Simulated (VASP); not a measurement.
# Ga (Im-3m) in VASP: a series of runs

One crystal, Ga, is run at these levels: PBEsol; tasks: single point.

Everything below comes from runs of VASP 6.6.1. Logs are shortened: lines on timing, memory, paths and dates and some standing lists are left out, and cuts for length are marked.

### Step 1. The crystal as given

Symmetry: Im-3m, No. 229, cubic system. Conventional cell: a = 3.301 Å, b = 3.301 Å, c = 3.301 Å, α = 90.00°, β = 90.00°, γ = 90.00°. Around Ga (site symmetry m-3m) lie 8 Ga at 2.86 Å.

This isn't the form of Ga at room conditions, which is orthorhombic.

### Step 2. Single point, PBEsol

The input, INCAR:

```
PREC = Accurate
ENCUT = 520
EDIFF = 1E-6
ISMEAR = -1
SIGMA = 0.1
LREAL = F
LASPH = T
NELM = 100
ALGO = Normal
ISIF = 2
LWAVE = F
LCHARG = F
GGA = PS
NBANDS = 12
```

The input, KPOINTS:

```
regular mesh
0
Gamma
  22 22 22
```

The input, POSCAR:

```
Ga
1.0
   -1.6504053729      1.6504053729      1.6504053729
    1.6504053729     -1.6504053729      1.6504053729
    1.6504053729      1.6504053729     -1.6504053729
Ga
1
Direct
    0.0000000000      0.0000000000      0.0000000000
```

Potentials or basis: VASP PAW PBE potentials, release 64 (Ga_d).

The run is started by

```
cat potpaw_PBE.64/Ga_d/POTCAR > POTCAR
mpirun -np 1 vasp_std > vasp.out
```

OUTCAR:

```text
PREC = Accurate
   ENCUT = 520
   EDIFF = 1E-6
   ISMEAR = -1
   LREAL = F
   LASPH = T
   NELM = 100
   ISIF = 2
   GGA = PS

 ion  position               nearest neighbor table
   1  0.000  0.000  0.000-

  LATTYP: Found a body centered cubic cell.
 ALAT       =     3.3008107458

  Lattice vectors:

 A1 = (  -1.6504053729,   1.6504053729,   1.6504053729)
 A2 = (   1.6504053729,  -1.6504053729,   1.6504053729)
 A3 = (   1.6504053729,   1.6504053729,  -1.6504053729)

Analysis of symmetry for initial positions (statically):
=====================================================================
 Subroutine PRICEL returns:
 Original cell was already a primitive cell.

 Routine SETGRP: Setting up the symmetry group for a
 body centered cubic supercell.

 Subroutine GETGRP returns: Found 48 space group operations
 (whereof 48 operations were pure point group operations)
 out of a pool of 48 trial point group operations.

The static configuration has the point symmetry O_h .

Analysis of symmetry for dynamics (positions and initial velocities):
=====================================================================
 Subroutine PRICEL returns:
 Original cell was already a primitive cell.

 Routine SETGRP: Setting up the symmetry group for a
 body centered cubic supercell.

 Subroutine GETGRP returns: Found 48 space group operations
 (whereof 48 operations were pure point group operations)
 out of a pool of 48 trial point group operations.

The dynamic configuration has the point symmetry O_h .

 Subroutine INISYM returns: Found 48 space group operations
 (whereof 48 operations are pure point group operations),
 and found     1 'primitive' translations

----------------------------------------------------------------------------------------

                                     Primitive cell

  volume of cell :      17.9817

  direct lattice vectors                    reciprocal lattice vectors
    -1.650405373  1.650405373  1.650405373     0.000000000  0.302955873  0.302955873
     1.650405373 -1.650405373  1.650405373     0.302955873  0.000000000  0.302955873
     1.650405373  1.650405373 -1.650405373     0.302955873  0.302955873  0.000000000

  length of vectors
     2.858585959  2.858585959  2.858585959     0.428444304  0.428444304  0.428444304

  position of ions in fractional coordinates (direct lattice)
     0.000000000  0.000000000  0.000000000

  ion indices of the primitive-cell ions
   primitive index   ion index
                 1           1

----------------------------------------------------------------------------------------

 KPOINTS: regular mesh

Automatic generation of k-mesh.
 Grid dimensions read from file:
 generate k-points for:   22   22   22

 Generating k-lattice:

  Cartesian coordinates                     Fractional coordinates (reciprocal lattice)
     0.000000000  0.013770721  0.013770721     0.045454545  0.000000000  0.000000000
     0.013770721  0.000000000  0.013770721     0.000000000  0.045454545  0.000000000
     0.013770721  0.013770721  0.000000000     0.000000000  0.000000000  0.045454545

  Length of vectors
     0.019474741  0.019474741  0.019474741

  Shift w.r.t. Gamma in fractional coordinates (k-lattice)
     0.000000000  0.000000000  0.000000000

 Subroutine IBZKPT returns following result:
 ===========================================

 Found    328 irreducible k-points:

 Following reciprocal coordinates:
            Coordinates               Weight
  0.000000  0.000000  0.000000      1.000000
  0.045455  0.000000  0.000000     12.000000
  0.090909  0.000000  0.000000     12.000000
  0.136364  0.000000  0.000000     12.000000
  0.181818  0.000000  0.000000     12.000000
  0.227273  0.000000  0.000000     12.000000
[... 16 lines left out ...]
  0.090909  0.090909  0.000000     24.000000
  0.136364  0.090909  0.000000     48.000000
 [... further k-points ...]
   k-points           NKPTS =    328   k-points in BZ     NKDIM =    328   number of bands    NBANDS=     12
   number of dos      NEDOS =    301   number of ions     NIONS =      1
   total plane-waves  NPLWV =  13824
   dimension x,y,z NGX =    24 NGY =   24 NGZ =   24
   dimension x,y,z NGXF=    48 NGYF=   48 NGZF=   48
   ions per type =               1
   NGX,Y,Z   is equivalent  to a cutoff of  13.96, 13.96, 13.96 a.u.
   NGXF,Y,Z  is equivalent  to a cutoff of  27.92, 27.92, 27.92 a.u.
 SYSTEM =  unknown system
   PREC   = accura    normal or accurate (medium, high low for compatibility)
   ISTART =      0    job   : 0-new  1-cont  2-samecut
   ICHARG =      2    charge: 1-file 2-atom 10-const
   ISPIN  =      1    spin polarized calculation?
   LNONCOLLINEAR =      F non collinear calculations
   LSORBIT =      F    spin-orbit coupling
   LASPH  =      T    aspherical Exc in radial PAW
   ENCUT  =  520.0 eV  38.22 Ry    6.18 a.u.   5.32  5.32  5.32*2*pi/ulx,y,z
   NELM   =    100;   NELMIN=  2; NELMDL= -5     # of ELM steps
   EDIFF  = 0.1E-05   stopping-criterion for ELM
   LREAL  =      F    real-space projection
   EDIFFG = 0.1E-04   stopping-criterion for IOM
   NSW    =      0    number of steps for IOM
   IBRION =     -1    ionic relax: 0-MD 1-quasi-New 2-CG
   NFREE  =      0    steps in history (QN), initial steepest desc. (CG)
   ISIF   =      2    stress and relaxation
   ISYM   =      2    0-nonsym 1-usesym 2-fastsym
   POTIM  = 0.5000    time-step for ionic-motion
   TEBEG  =    0.0;   TEEND  =   0.0 temperature during run
   PSTRESS=    0.0 pullay stress
   NELECT =      13.0000    total number of electrons
   NUPDOWN=      -1.0000    fix difference up-down
   EMIN   =  10.00;   EMAX   =-10.00  energy-range for DOS
   EFERMI =   0.00;   METHOD = LEGACY
   ISMEAR =    -1;   SIGMA  =   0.10  broadening in eV -4-tet -1-fermi 0-gaus
   EFERMI_NEDOS =   21; number of points for ismear=-14 and -15
   IALGO  =     38    algorithm
   IMIX   =      4    mixing-type and parameters
     AMIX     =   0.40;   BMIX     =  1.00
     AMIX_MAG =   1.60;   BMIX_MAG =  1.00
  volume/ion in A,a.u.               =      17.98       121.35
  Fermi-wavevector in a.u.,A,eV,Ry     =   1.469305  2.776584 29.373040  2.158858
  Thomas-Fermi vector in A             =   2.584698
   LORBIT       =      0    0 simple, 1 ext, 2 COOP (PROOUT), +10 PAW based schemes
   GGA     = PS    functional components
   LHFCALC =     F    Hartree Fock is set to
   AEXX    =    0.0000 exact exchange contribution
   IVDW    =     0    specifies the selected vdW correction
   LEPSILON=     F    determine dielectric tensor
   LRPA    =     F    only Hartree local field effects (RPA)
 non-spin polarized calculation
  energy-cutoff  :      520.00
  volume of cell :       17.98
 maximum number of plane-waves:       496
 NGX is ok and might be reduce to    24
   NGX = 11   NGY = 11   NGZ = 11

 number of electron      13.0000009 magnetization

 Free energy of the ion-electron system (eV)
  ---------------------------------------------------
  ext. energy  EPLUGINS =         0.00000000
  ---------------------------------------------------
  free energy    TOTEN  =        -3.31984636 eV

  energy without entropy =       -3.30728363  energy(sigma->0) =       -3.31356499

 E-fermi :   5.8590     XC(G=0): -11.3959

 val. band max:        5.8394572035   @ k =  -0.4091   0.4091   0.2273
 cond. band min:       5.8902342008   @ k =   0.2727   0.1364   0.0909
 fundamental gap:      0.0507769973
 Fermi energy:         5.8590271501

 k-point     1 :       0.0000    0.0000    0.0000
  band No.  band energies     occupation
      1      -9.0533      2.00000
      2      -9.0533      2.00000
      3      -9.0533      2.00000
      4      -8.8414      2.00000
      5      -8.8414      2.00000
      6      -5.5637      2.00000
      7      19.0085      0.00000
      8      19.0085      0.00000
      9      19.0085      0.00000
     10      23.5277      0.00000
     11      23.5277      0.00000
     12      23.5278      0.00000

 k-point     2 :       0.0455    0.0000    0.0000
  band No.  band energies     occupation
      1      -9.0553      2.00000
      2      -9.0519      2.00000
      3      -9.0466      2.00000
      4      -8.8434      2.00000
      5      -8.8414      2.00000
      6      -5.5056      2.00000
      7      18.4202      0.00000
      8      18.6859      0.00000
      9      18.9022      0.00000
     10      22.4640      0.00000
     11      22.5975      0.00000
     12      23.5059      0.00000

 k-point     3 :       0.0909    0.0000    0.0000
  band No.  band energies     occupation
      1      -9.0610      2.00000
      2      -9.0484      2.00000
      3      -9.0270      2.00000
      4      -8.8491      2.00000
      5      -8.8414      2.00000
      6      -5.3306      2.00000
      7      16.9528      0.00000
      8      17.9500      0.00000
      9      18.5919      0.00000
     10      21.4706      0.00000
     11      21.6286      0.00000
     12      23.1565      0.00000
[... 286 lines left out ...]
 k-point    23 :       0.0909    0.0909    0.0000
  band No.  band energies     occupation
      1      -9.0675      2.00000
      2      -9.0504      2.00000
      3      -8.9793      2.00000
      4      -8.8615      2.00000
      5      -8.8417      2.00000
      6      -4.8606      2.00000
      7      14.7961      0.00000
      8      15.8102      0.00000
      9      17.3878      0.00000
     10      21.0147      0.00000
     11      21.1707      0.00000
     12      23.2004      0.00000

 k-point    24 :       0.1364    0.0909    0.0000
  band No.  band energies     occupation
      1      -9.0769      2.00000
      2      -9.0488      2.00000
      3      -8.9443      2.00000
      4      -8.8691      2.00000
      5      -8.8419      2.00000
      6      -4.4467      2.00000
      7      13.1827      0.00000
      8      14.7063      0.00000
      9      16.7332      0.00000
     10      20.5444      0.00000
     11      21.1766      0.00000
     12      23.1889      0.00000

 [... further k-points ...]
[... 5 lines left out ...]
  --------------------------------------------------------------------------------------
  -------------------------------------------------------------------------------------
  Total       -0.0009904     -0.0009904     -0.0009904      0.0000000     -0.0000000     -0.0000000
  in kB       -0.0882492     -0.0882492     -0.0882492      0.0000000     -0.0000000     -0.0000000
  external PRESSURE =      -0.0882492 kB  Pullay stress =       0.0000000 kB

 VOLUME and BASIS-vectors are now :
 -----------------------------------------------------------------------------
  energy-cutoff  :      520.00
  volume of cell :       17.98
      direct lattice vectors                 reciprocal lattice vectors
    -1.650405373  1.650405373  1.650405373     0.000000000  0.302955873  0.302955873
     1.650405373 -1.650405373  1.650405373     0.302955873  0.000000000  0.302955873
     1.650405373  1.650405373 -1.650405373     0.302955873  0.302955873  0.000000000

 POSITION                                       TOTAL-FORCE (eV/Angst)
 -----------------------------------------------------------------------------------
      0.00000      0.00000      0.00000        -0.000000      0.000000     -0.000000
 -----------------------------------------------------------------------------------
    total drift:                                0.000000      0.000000      0.000000

  FREE ENERGIE OF THE ION-ELECTRON SYSTEM (eV)
  ---------------------------------------------------
  free  energy   TOTEN  =        -3.3198463615 eV

  energy  without entropy=       -3.3072836280  energy(sigma->0) =       -3.31356499
```

It took 39 s on 1 thread of Intel Xeon Platinum 8259CL at 2.50GHz (Skylake/Cascade Lake), shared host; peak memory 0.19 GiB.

Results:

| Quantity | Value |
| --- | --- |
| Free energy | -3.3198 eV |
| Pressure | 0.0 GPa |
| Band gap on the k mesh | none (metal or under the smearing width) |

Caveat: the PAW data sets were made with another functional, which shifts forces and pressure a little.

### Step 3. Single point, PBEsol

This run uses another cell than the first one, of 16.54 Å³/atom, 0.920 times its volume.

INCAR, as its differences from that of step 2:

```diff
@@ -7,4 +7,4 @@
 LASPH = T
-NELM = 100
-ALGO = Normal
+NELM = 80
+ALGO = Fast
 ISIF = 2
```

The input, KPOINTS:

```
regular mesh
0
Gamma
  15 15 15
```

The input, POSCAR:

```
Ga
1.0
   -1.6051658245      1.6051658245      1.6051658245
    1.6051658245     -1.6051658245      1.6051658245
    1.6051658245      1.6051658245     -1.6051658245
Ga
1
Direct
    0.0000000000      0.0000000000      0.0000000000
```

Potentials or basis: VASP PAW PBE potentials, release 64 (Ga_d).

The run is started by

```
cat potpaw_PBE.64/Ga_d/POTCAR > POTCAR
mpirun -np 1 vasp_std > vasp.out
```

Wall time 18 s (1 thread of Intel Xeon Platinum 8259CL at 2.50GHz (Skylake/Cascade Lake), shared host); peak memory 0.15 GiB.

The run converged. Its results:

```yaml
Free_energy: -3.2943 eV
Pressure: 6.0 GPa
Band_gap_on_the_k_mesh: none (metal or under the smearing width)
```

Levels at points of the mesh, in eV from the Fermi level:
```
           k point  band 3  band 4  band 5  band 6  band 7  band 8  band 9  band 10
(0.00, 0.00, 0.00)  -15.03  -14.78  -14.78  -12.13   14.23   14.23   14.23    18.56
```

Caveat: the PAW data sets were made with another functional, which shifts forces and pressure a little.

### Step 4. Single point, PBEsol

This run uses another cell than the first one, of 20.14 Å³/atom, 1.120 times its volume.

The input, INCAR:

```
PREC = Accurate
ENCUT = 520
EDIFF = 1E-7
ISMEAR = -1
SIGMA = 0.1
LREAL = False
LASPH = True
NELM = 100
ALGO = Normal
ISIF = 2
LWAVE = False
LCHARG = False
GGA = PS
NBANDS = 12
```

KPOINTS is that of step 3.

The input, POSCAR:

```
Ga
1.0
   -1.7139440329      1.7139440329      1.7139440329
    1.7139440329     -1.7139440329      1.7139440329
    1.7139440329      1.7139440329     -1.7139440329
Ga
1
Direct
    0.0000000000      0.0000000000      0.0000000000
```

The run is started by

```
cat potpaw_PBE.64/Ga_d/POTCAR > POTCAR
mpirun -np 1 vasp_std > vasp.out
```

It took 15 s on 1 thread of Intel Xeon Platinum 8259CL at 2.50GHz (Skylake/Cascade Lake), shared host; peak memory 0.15 GiB.

Results (log left out):

* Free energy: -3.2805 eV
* Pressure: -5.1 GPa
* Band gap on the k mesh: none (metal or under the smearing width)

Levels at points of the mesh, in eV from the Fermi level:
| k point | band 3 | band 4 | band 5 | band 6 | band 7 | band 8 | band 9 | band 10 |
| --- | --- | --- | --- | --- | --- | --- | --- | --- |
| (0.00, 0.00, 0.00) | -14.80 | -14.64 | -14.64 | -10.55 | 11.79 | 11.79 | 11.79 | 16.54 |

Caveat: the PAW data sets were made with another functional, which shifts forces and pressure a little.

### Step 5. Summary

```tsv
cell	k mesh	gap on the mesh (eV)	pressure (GPa)
Im-3m, 17.98 Å³/atom	22 × 22 × 22	none	0.0
Im-3m, 16.54 Å³/atom	15 × 15 × 15	none	6.0
Im-3m, 20.14 Å³/atom	15 × 15 × 15	none	-5.1
```

Alike in all rows: task single point; level PBEsol; potentials or basis VASP PAW PBE potentials, release 64 (Ga_d); no spin polarisation; cutoff (eV) 520; smearing fermi-dirac 0.1 eV.

Every run on the cell as given and a fine mesh finds a metal.

Caveats: the PAW data sets were made with another functional, which shifts forces and pressure a little.

Absolute energies hang on the potentials; compare differences alone.
